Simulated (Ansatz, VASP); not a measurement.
## PbO2: VASP beside Ansatz

Contents of INCAR:

```
PREC = Accurate
ENCUT = 520
EDIFF = 1E-6
ISMEAR = -1
SIGMA = 0.05
LREAL = False
LASPH = True
NELM = 60
ALGO = Normal
ISIF = 2
LWAVE = False
LCHARG = False
GGA = PE
NBANDS = 20
```

Contents of KPOINTS:

```
regular mesh
0
Gamma
  9 9 9
```

POSCAR

```
PbO2
1.0
    0.0000000000      2.7019920000      2.7019920000
    2.7019920000      0.0000000000      2.7019920000
    2.7019920000      2.7019920000      0.0000000000
Pb O
1 2
Direct
    0.0000000000      0.0000000000      0.0000000000
    0.7500000000      0.7500000000      0.7500000000
    0.2500000000      0.2500000000      0.2500000000
```

input.yaml

```yaml
crystal:
  lattice:
    - [0.0, 2.701992, 2.701992]
    - [2.701992, 0.0, 2.701992]
    - [2.701992, 2.701992, 0.0]
  atoms:
    - { symbol: Pb, position: [0.0, 0.0, 0.0] }
    - { symbol: O, position: [0.75, 0.75, 0.75] }
    - { symbol: O, position: [0.25, 0.25, 0.25] }
kpoints:
  mp_grid: { grid: [9, 9, 9] }
scf:
  occupations: { method: fermi_dirac, width: 0.05 }
hamiltonian:
  xc: pbe
  pseudopotentials: { kind: all_electron, lapw: { basis_error: 0.001 } }
output:
  forces: true
  stress: true
  eigenvalues: true
```

Alike in both runs: task single point; functional PBE; k mesh 9 × 9 × 9; occupations fermi-dirac, width 0.05 eV; no spin polarisation.

|  | VASP | Ansatz |
| --- | --- | --- |
| version | VASP 6.6.1 | Ansatz 0.2.0 |
| potentials or method | VASP PAW PBE potentials, release 64 (Pb_d, O) | all-electron LAPW, scalar-relativistic |
| plane-wave cutoff (eV) | 520 | see its input |

VASP gave:

```
gap on the k mesh at the Fermi level (eV) : none
pressure (GPa)                            : 0.6
```

Q: Which values does Ansatz return?

A: gap on the k mesh at the Fermi level (eV): none; pressure (GPa): 0.4.

A gap of «none» marks a metal or a gap that the smearing closes. Ansatz ran all-electron here, so the differences hold the error of VASP's frozen core and of both bases.

Spin-orbit coupling is left out, which matters for the levels of Pb.
